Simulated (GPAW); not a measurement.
Here is a GPAW 26.7.0 calculation.

run.py

```python
from ase import Atoms
from ase.dft.bandgap import bandgap
from ase.io import write
from ase.units import GPa
from gpaw import GPAW, PW, setup_paths

setup_paths.insert(0, '.')

atoms = Atoms(['Co', 'Co'],
              cell=[[2.4719999032, 0.0, 0.0],
                    [-1.2359999516, 2.1408147143, 0.0],
                    [0.0, 0.0, 4.02114408]],
              scaled_positions=[[0.6666666667, 0.3333333333, 0.75],
                                [0.3333333333, 0.6666666667, 0.25]],
              pbc=True)
atoms.set_initial_magnetic_moments([2.0, 2.0])

calc = GPAW(mode=PW(600),
            xc='PBEsol',
            kpts={'size': (10, 10, 6), 'gamma': True},
            occupations={'name': 'fermi-dirac', 'width': 0.05},
            setups={'Co': ':d,8.0'},
            nbands=21,
            convergence={'density': 1e-05, 'energy': 1e-05},
            maxiter=150,
            txt='gpaw.txt')
atoms.calc = calc
energy = atoms.get_potential_energy()
forces = atoms.get_forces()
stress = atoms.get_stress()
calc.write('gs.gpw')
write('result.traj', atoms)
print(f'Energy: {energy:.6f} eV')
print('Forces (eV/A):')
print(forces.round(4))
print('Stress (GPa):', (stress / GPa).round(3))
print('Moments:', calc.get_magnetic_moments().round(3))
print('Fermi level:', round(calc.get_fermi_level(), 4), 'eV')
print(f'Gap: {bandgap(calc)[0]:.4f} eV, direct: {bandgap(calc, direct=True)[0]:.4f} eV')

path = atoms.cell.bandpath('GMKGALHA,LM,KH', npoints=60, eps=1e-4)
bs_calc = calc.fixed_density(kpts=path, symmetry='off', nbands=31,
                             convergence={'bands': 'CBM+6.0', 'eigenstates': 1e-6}, txt='bands.txt')
bs = bs_calc.band_structure()
bs.write('bs.json')
print(f'Gap on the path: {bandgap(bs_calc)[0]:.4f} eV')
```

Potentials or basis: PAW data sets generated in the run's folder for this functional, pw.

Launch:

```bash
$ gpaw-setup -f PBEsol Co
$ OMP_NUM_THREADS=1 python run.py
```

Task: Estimate the site moments.

Result: Co +2.35 μB.

Task: What does it give for the band gap along the path?

Result: None (metal or under the smearing width).

Task: What does it give for the pressure?

Result: 25.1 GPa.

Task: Predict the net moment.

Result: 4.29 μB per cell.

Stress tensor (GPa, compression positive):
```
33.71  0.00  0.00
 0.00 33.71  0.00
 0.00  0.00  8.02
```

Caveat: the U is typed as a test and isn't derived for this compound. The state reached can hang on the start; a lower one may exist.
